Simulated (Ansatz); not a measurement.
# ZrB2 (P6/mmm) in Ansatz: reference runs

Aim: a first look at ZrB2 with PBEsol, on the cell as given and on a disturbed one.

Everything below comes from runs of Ansatz 0.2.0. Logs are shortened: lines on timing, memory, paths and dates and some standing lists are left out, and cuts for length are marked.

### Step 1. Starting point

It takes space group P6/mmm (No. 191, hexagonal). Conventional cell: a = 3.170 Å, b = 3.170 Å, c = 3.533 Å, α = 90.00°, β = 90.00°, γ = 120.00°. Around Zr (site symmetry 6/mmm) lie 12 B at 2.54 Å. B (site symmetry -6m2) has 3 B at 1.83 Å as nearest neighbours.

### Step 2. Single point, PBEsol

The input, input.yaml:

```yaml
crystal:
  lattice:
    - [3.17, 0.0, 0.0]
    - [-1.585, 2.74530053, 0.0]
    - [0.0, 0.0, 3.533]
  atoms:
    - { symbol: Zr, position: [0.0, 0.0, 0.0] }
    - { symbol: B, position: [0.6666666667, 0.3333333333, 0.5] }
    - { symbol: B, position: [0.3333333333, 0.6666666667, 0.5] }
kpoints:
  mp_grid: { grid: [10, 10, 8] }
scf:
  occupations: { method: fermi_dirac, width: 0.05 }
hamiltonian:
  xc: pbesol
  pseudopotentials: { kind: all_electron, lapw: { basis_error: 0.001 } }
output:
  forces: true
  stress: true
  eigenvalues: true
  populations: true
```

Potentials or basis: all-electron LAPW, scalar-relativistic.

Run with:

```
> ansatz run input.yaml --threads 2 --pin off --max-ram 8192MiB --backend cpu --events-out ev --progress --plain --runs-dir out
```

The program printed:

```text
Warning: RAYON_NUM_THREADS=2 ignored (pool sized by the plan → 2); use --threads N
Zr: projections on atomic orbitals take those of the free atom 1s2 2s2 2p6 3s2 3p6 3d10 4s2 4p6 4d2 5s2, of charge +0.00 (hamiltonian.pseudopotentials.projection_atoms)
B: projections on atomic orbitals take those of the free atom 1s2 2s2 2p1, of charge +0.00 (hamiltonian.pseudopotentials.projection_atoms)
LAPW: plane waves up to 8.594 Å⁻¹, error target 1.0e-3 eV per atom; small_component_spin mean_spin; B in spheres of 0.915 Å, 5 of its electrons in bands, Dirac shells []; Zr in spheres of 1.250 Å, 30 of its electrons in bands, Dirac shells [] (how accurate: hamiltonian.pseudopotentials.lapw.basis_error, Limitations)
Engine: ansatz 0.2.0, aarch64-unknown-linux-gnu
Pseudopotentials: kind: all_electron
Pseudopotential: Zr, LAPW, valence charge 30, lapw/all_electron/scalar/gaussian/Zr, Koelling and Harmon's equation, gaussian nucleus
Pseudopotential: B, LAPW, valence charge 5, lapw/all_electron/scalar/gaussian/B, Koelling and Harmon's equation, gaussian nucleus
Functional definition: PBEsol
  exchange = pbesol_x
  correlation = pbesol_c
Crystal: 3 atoms, lattice volume = 30.746 Å³
Basis set: ecut = 281.4027272087706 eV, 339 PW (Γ), exchange–correlation at level 2
Bands: 24, of which v1, the nominal top of the filled ones, is band 20 counted from 1 (19 counted from 0)
Symmetry: 24 space group operations
Space group: P6/mmm (ITA 191), of the structure as read, at distance tolerance 3.1e-5 Å
k-points: 70 of 800
Non-local potential: Zr, projectors of the file, none
Non-local potential: B, projectors of the file, none
Initial density: superposition of atomic densities (chi_scale 0.1, normalization cell, long waves kept (reshape's long-wave potential 0.00 eV rms))
Initial wavefunctions: plane waves of lowest kinetic energy (no species holds an atomic orbital)
Functional: x = pbesol(κ = 0.804, μ = 0.12345679012345678), c = pbesol(β = 0.046)
iter 1 solved again at ethr=7.56e-3 eV; its pass at ethr=1.00e-1 eV (dr2=3.02e0 eV) is discarded
SCF iter   1: F=—  HF=-99222.166572 eV  |F-HF|=—  |Δ(HF+E_count)|=         —  Δρ=7.04e-2  dr2=3.03e0  ethr=7.56e-3  ⟨swp⟩=2.0  Hψ=11000  notcnv=0
preconditioner: auto → none  [metal: Δε(μ)=0.126 eV  Ē_g=17.008 eV  σ=0.050 eV  W_gap=0.46  n_scr=8 (ndim 8)  ℏωp=26.8 eV  f_vac=0.000  D(μ)=0.34/eV (n_scr^D=0)  sad-step TF]
SCF iter   2: F=—  HF=-99221.293589 eV  |F-HF|=—  |Δ(HF+E_count)|=   8.73e-1  Δρ=3.64e-2  dr2=8.11e-1  ethr=7.56e-3  ⟨swp⟩=2.1  Hψ=4475  notcnv=0
iter 3 solved again at ethr=1.13e-4 eV; its pass at ethr=2.03e-3 eV (dr2=4.53e-2 eV) is discarded
SCF iter   3: F=—  HF=-99221.087184 eV  |F-HF|=—  |Δ(HF+E_count)|=   2.06e-1  Δρ=9.01e-3  dr2=4.54e-2  ethr=1.13e-4  ⟨swp⟩=2.0  Hψ=8982  notcnv=0
SCF iter   4: F=—  HF=-99221.066122 eV  |F-HF|=—  |Δ(HF+E_count)|=         —  Δρ=1.92e-3  dr2=6.06e-4  ethr=1.13e-4  ⟨swp⟩=3.0  Hψ=5312  notcnv=0
the basis was enlarged: its passes take 36.3 KiB over the memory plan, 2 of 2 planned eigensolver slots
SCF iter   5: F=—  HF=-99221.064836 eV  |F-HF|=—  |Δ(HF+E_count)|=   1.29e-3  Δρ=6.58e-4  dr2=1.39e-4  ethr=1.51e-6  ⟨swp⟩=3.0  Hψ=5096  notcnv=0
SCF iter   6: F=—  HF=-99221.064818 eV  |F-HF|=—  |Δ(HF+E_count)|=   1.85e-5  Δρ=9.09e-5  dr2=3.05e-6  ethr=3.47e-7  ⟨swp⟩=3.0  Hψ=4911  notcnv=0
SCF iter   7: F=-99221.064813 eV  HF=-99221.064813 eV  |F-HF|=1.49e-8  |Δ(HF+E_count)|=   4.24e-6  Δρ=7.35e-6  dr2=1.19e-8  ethr=7.62e-9  ⟨swp⟩=3.0  Hψ=5052  notcnv=0
SCF 1 converged in 7 iterations: F = -99221.064813 eV  dr2 = 1.19e-8
SCF converged after 7 iterations
Free energy (F): -99221.064813 eV
Harris-Foulkes:  -99221.064813 eV  (|F-HF|=1.49e-8)
Internal energy: -99221.062004 eV  (E = F + TS)
E sigma→0 (E₀):  -99221.063408 eV
Entropy (-TS):   -0.002810 eV (-0.937 meV/atom)
Fermi energy:    17.075269 eV
--- Per-component energies (eV) ---
  E_band       = -4655.221258
  E_kinetic    = 102423.275648
  E_xc         = -3272.536807
  E_electrostatic = -198371.800845  (all electrons and nuclei)
  E_smearing   = -0.002810  (= −TS)
  E_closure    = 0.000000  (closes the sum)
  E_atoms      = -99195.794468  (free atoms, spherical and without spin; not in F)
  Σ components = -99221.064813   (vs F -99221.064813, Δ=0.00e0)
  Basis errors (estimates in eV, not in F): energy 4.9e-4 per atom: plane waves 4.5e-4 (2.5e-4 summed), levels above the bands 4.3e-46, relativity 6.9e-9, radial functions 3.4e-5, core shells 4.5e-12; eigenvalues (radial functions only) 6.2e-6; not estimated: angular momenta, meshes, grids; target (lapw.basis_error) 1.0e-3; muffin-tin radii B 0.915 Å, Zr 1.250 Å
--- Forces (eV/Å), atoms counted from 1 ---
  atom   1  Zr     0.00000000    -0.00000000     0.00000000
  atom   2  B      0.00000000    -0.00000000     0.00000000
  atom   3  B     -0.00000000    -0.00000000     0.00000000
  max |Σ_I F_I| component: 1.85e-17 eV/Å
--- Stress (GPa, compression-positive) ---
       -4.037660       0.000000       0.000000
        0.000000      -4.037660       0.000000
        0.000000       0.000000      -4.086788
  P = ⅓ Tr σ = -4.0540 GPa (-40.540 kbar)
--- Band table (eV; the first three rows and the last of 70) ---
  k-point 0: bands = ["-380.6216", "-293.7596", "-293.7457", "-293.7457", "-155.0620", "-155.0522", "-151.1840", "-151.1822", "-151.1822", "-151.1707", "-151.1707", "-31.3309", "-9.5522", "-8.9946", "-8.9946", "4.4790", "14.5547", "14.5547", "14.5559", "14.8570", "20.5676", "20.5676", "21.3673", "21.3673"]
  k-point 1: bands = ["-380.6216", "-293.7596", "-293.7457", "-293.7457", "-155.0620", "-155.0522", "-151.1840", "-151.1822", "-151.1822", "-151.1707", "-151.1707", "-31.3280", "-9.6085", "-8.9908", "-8.9908", "4.7103", "13.3588", "14.7019", "14.7019", "15.9829", "19.5954", "19.5954", "20.8994", "20.8994"]
  k-point 2: bands = ["-380.6216", "-293.7596", "-293.7457", "-293.7457", "-155.0620", "-155.0522", "-151.1840", "-151.1822", "-151.1822", "-151.1707", "-151.1707", "-31.3211", "-9.7412", "-8.9815", "-8.9815", "5.3326", "11.9849", "15.1308", "15.1308", "17.2433", "18.4618", "18.4618", "19.8083", "19.8083"]
  k-point 69: bands = ["-380.6216", "-293.7596", "-293.7457", "-293.7457", "-155.0577", "-155.0565", "-151.1839", "-151.1822", "-151.1822", "-151.1707", "-151.1707", "-31.1821", "-9.6820", "-9.6475", "-9.5076", "8.0222", "8.9772", "12.2953", "14.4183", "14.4770", "21.1839", "22.9183", "23.2789", "23.4365"]
--- Löwdin populations: 3 sites ---
  site symbol       q [e]
     0     Zr     39.2715
     1      B      5.3500
     2      B      5.3500
  spilling = 0.000568 (of n_electrons = 50.000000)
```

populations.tsv:

```text
# site	symbol	l	j	q
# orbitals = lowdin
# n_electrons = 50.000000
# spilling = 0.000568
# projection_atom_Zr: 1s2 2s2 2p6 3s2 3p6 3d10 4s2 4p6 4d2 5s2
# projection_atom_B: 1s2 2s2 2p1
0	Zr	0_1S	-	1.999994
0	Zr	0_2S	-	1.999760
0	Zr	0_3S	-	1.995612
0	Zr	0_4S	-	1.921678
0	Zr	0_5S	-	0.339425
0	Zr	1_2P	-	5.999999
0	Zr	1_3P	-	5.999890
0	Zr	1_4P	-	5.979620
0	Zr	2_3D	-	9.999945
0	Zr	2_4D	-	3.035602
1	B	0_1S	-	1.988396
1	B	0_2S	-	0.760450
1	B	1_2P	-	2.601181
2	B	0_1S	-	1.988396
2	B	0_2S	-	0.760450
2	B	1_2P	-	2.601181
```

Run time: 5.4 s. Hardware: 2 threads of Arm Neoverse V2, shared host; peak memory 0.34 GiB.

What came out:

| Property | Result |
| --- | --- |
| Free energy | -99221.0648 eV |
| Pressure | -4.1 GPa |
| Band gap on the k mesh | none (metal or under the smearing width) |
| Loewdin charges | Zr +0.73; B -0.35 e |

Levels at points of the mesh, in eV from the Fermi level:
```tsv
k point	band 17	band 18	band 19	band 20	band 21	band 22	band 23	band 24
(0.00, 0.00, 0.00)	-2.52	-2.52	-2.52	-2.22	3.49	3.49	4.29	4.29
(0.00, 0.00, -0.50)	-6.87	-0.83	-0.83	0.41	0.41	0.86	0.86	1.92
(0.00, -0.50, 0.00)	-8.35	-3.80	-2.93	-2.61	2.35	2.39	5.04	5.11
(0.00, -0.50, -0.50)	-6.85	-4.50	-4.04	-1.88	3.83	4.19	5.42	6.37
```

### Step 3. Single point, PBEsol (atoms moved at random, drawn with an rms of 0.05 Å)

Edit input.yaml of step 2 so:

```diff
@@ -6,5 +6,5 @@
   atoms:
-    - { symbol: Zr, position: [0.0, 0.0, 0.0] }
-    - { symbol: B, position: [0.6666666667, 0.3333333333, 0.5] }
-    - { symbol: B, position: [0.3333333333, 0.6666666667, 0.5] }
+    - { symbol: Zr, position: [0.000552, 0.021097, -0.008742] }
+    - { symbol: B, position: [0.654668, 0.330041, 0.495783] }
+    - { symbol: B, position: [0.342136, 0.665057, 0.514111] }
 kpoints:
```

Potentials or basis: all-electron LAPW, scalar-relativistic.

Run with:

```
> ansatz run input.yaml --threads 2 --pin off --max-ram 8192MiB --backend cpu --events-out ev --progress --plain --runs-dir out
```

The program printed:

```text
Warning: RAYON_NUM_THREADS=2 ignored (pool sized by the plan → 2); use --threads N
Zr: projections on atomic orbitals take those of the free atom 1s2 2s2 2p6 3s2 3p6 3d10 4s2 4p6 4d2 5s2, of charge +0.00 (hamiltonian.pseudopotentials.projection_atoms)
B: projections on atomic orbitals take those of the free atom 1s2 2s2 2p1, of charge +0.00 (hamiltonian.pseudopotentials.projection_atoms)
LAPW: plane waves up to 8.810 Å⁻¹, error target 1.0e-3 eV per atom; small_component_spin mean_spin; B in spheres of 0.890 Å, 5 of its electrons in bands, Dirac shells []; Zr in spheres of 1.214 Å, 30 of its electrons in bands, Dirac shells [] (how accurate: hamiltonian.pseudopotentials.lapw.basis_error, Limitations)
[... 7 set-up lines as earlier in the session ...]
Crystal: 3 atoms, lattice volume = 30.746 Å³
Basis set: ecut = 295.703915896884 eV, 363 PW (Γ), exchange–correlation at level 2
Bands: 24, of which v1, the nominal top of the filled ones, is band 20 counted from 1 (19 counted from 0)
Symmetry: 1 space group operations
[... 31 lines left out ...]
  E_electrostatic = -198372.125938  (all electrons and nuclei)
  E_smearing   = -0.002899  (= −TS)
  E_closure    = 0.000000  (closes the sum)
  E_atoms      = -99195.794468  (free atoms, spherical and without spin; not in F)
  Σ components = -99220.980121   (vs F -99220.980121, Δ=0.00e0)
  Basis errors (estimates in eV, not in F): energy 5.4e-4 per atom: plane waves 5.1e-4 (2.9e-4 summed), levels above the bands 4.4e-44, relativity 5.4e-9, radial functions 2.9e-5, core shells 1.3e-11; eigenvalues (radial functions only) 4.1e-6; not estimated: angular momenta, meshes, grids; target (lapw.basis_error) 1.0e-3; muffin-tin radii B 0.890 Å, Zr 1.214 Å
--- Forces (eV/Å), atoms counted from 1 ---
  atom   1  Zr     0.37420035    -0.83249629     0.67501097
  atom   2  B      0.53489222     0.39539947     0.04887773
  atom   3  B     -0.90909132     0.43709916    -0.72389448
  max |Σ_I F_I| component: 5.79e-6 eV/Å
--- Stress (GPa, compression-positive) ---
       -2.860066       0.467364       0.437116
        0.467364      -3.109667      -0.708979
        0.437116      -0.708979      -3.190189
  P = ⅓ Tr σ = -3.0533 GPa (-30.533 kbar)
--- Band table (eV; the first three rows and the last of 404) ---
  k-point 0: bands = ["-380.6105", "-293.7493", "-293.7359", "-293.7325", "-155.0632", "-155.0525", "-151.1739", "-151.1721", "-151.1704", "-151.1593", "-151.1582", "-31.3266", "-9.5542", "-9.0037", "-8.9798", "4.4811", "14.3029", "14.3911", "14.7937", "15.0165", "20.4413", "20.5827", "20.9614", "21.4983"]
  k-point 1: bands = ["-380.6105", "-293.7493", "-293.7359", "-293.7325", "-155.0632", "-155.0525", "-151.1739", "-151.1721", "-151.1704", "-151.1593", "-151.1582", "-31.3237", "-9.6106", "-8.9997", "-8.9761", "4.7125", "13.3294", "14.4512", "14.9413", "15.9988", "19.3598", "19.7245", "20.6193", "21.1012"]
  k-point 2: bands = ["-380.6105", "-293.7493", "-293.7359", "-293.7325", "-155.0632", "-155.0525", "-151.1739", "-151.1721", "-151.1704", "-151.1593", "-151.1582", "-31.3167", "-9.7435", "-8.9901", "-8.9671", "5.3351", "11.9747", "14.8515", "15.3747", "17.2397", "18.2065", "18.6439", "19.6459", "20.0158"]
  k-point 403: bands = ["-380.6105", "-293.7493", "-293.7359", "-293.7325", "-155.0596", "-155.0561", "-151.1739", "-151.1721", "-151.1704", "-151.1593", "-151.1582", "-31.1904", "-9.8664", "-9.6784", "-9.1787", "7.3881", "10.0206", "12.6303", "12.9146", "15.3228", "20.8197", "21.3093", "22.4812", "23.3811"]
--- Löwdin populations: 3 sites ---
  site symbol       q [e]
     0     Zr     39.2731
     1      B      5.3495
     2      B      5.3487
  spilling = 0.000573 (of n_electrons = 50.000000)
```

populations.tsv:

```text
# site	symbol	l	j	q
# orbitals = lowdin
# n_electrons = 50.000000
# spilling = 0.000573
# projection_atom_Zr: 1s2 2s2 2p6 3s2 3p6 3d10 4s2 4p6 4d2 5s2
# projection_atom_B: 1s2 2s2 2p1
0	Zr	0_1S	-	1.999994
0	Zr	0_2S	-	1.999759
0	Zr	0_3S	-	1.995582
0	Zr	0_4S	-	1.921135
0	Zr	0_5S	-	0.339832
0	Zr	1_2P	-	5.999999
0	Zr	1_3P	-	5.999885
0	Zr	1_4P	-	5.978696
0	Zr	2_3D	-	9.999943
0	Zr	2_4D	-	3.038274
1	B	0_1S	-	1.988331
1	B	0_2S	-	0.760797
1	B	1_2P	-	2.600377
2	B	0_1S	-	1.988269
2	B	0_2S	-	0.761354
2	B	1_2P	-	2.599107
```

Wall time 51 s (2 threads of Arm Neoverse V2, shared host); peak memory 0.77 GiB.

What came out:

* Free energy: -99220.9801 eV
* Pressure: -3.1 GPa
* Largest force: 1.242 eV/Å
* Band gap on the k mesh: none (metal or under the smearing width)
* Loewdin charges: Zr +0.73; B -0.35 e

Forces in eV/Å, atoms in the order of the input:
```
Zr   0.374 -0.832  0.675
B    0.535  0.395  0.049
B   -0.909  0.437 -0.724
```
